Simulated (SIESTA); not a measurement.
Crystal: HfN.

```
Hf N
1.0
     0.00000    2.25600    2.25600
     2.25600    0.00000    2.25600
     2.25600    2.25600    0.00000
Hf N
1 1
Direct
  0.00000 0.00000 0.00000
  0.50000 0.50000 0.50000
```

Base run:

- Program: SIESTA 5.4.2
- Functional: BLYP
- Potentials or basis: PseudoDojo 0.4 standard (PBE files)
- Basis: DZP (energy shift 0.003 Ry; two zetas on semicore shells)
- Grid cutoff: 800 Ry
- Energy shift: 0.003 Ry
- k mesh: 10 × 10 × 10
- Occupations: fermi-dirac, width 0.05 eV
- Spin: no spin polarisation

Its results: band gap on the k mesh none (metal or under the smearing width); pressure 18.6 GPa.

**Question.** The run is repeated on the same cell with these changes: functional from BLYP to AM05; potentials or basis from PseudoDojo 0.4 standard (PBE files) to PseudoDojo 0.4 standard (PBEsol files). What comes out?

**Answer.** Band gap on the k mesh none (metal or under the smearing width); pressure 0.7 GPa.

Caveats: short orbitals over semicore shells can move pressures by several GPa; the potentials were made for another functional, which shifts forces and pressure; spin-orbit coupling is left out, which moves the levels of the heavy elements; the basis of atomic orbitals isn't converged, which shifts pressures, moduli and gaps.
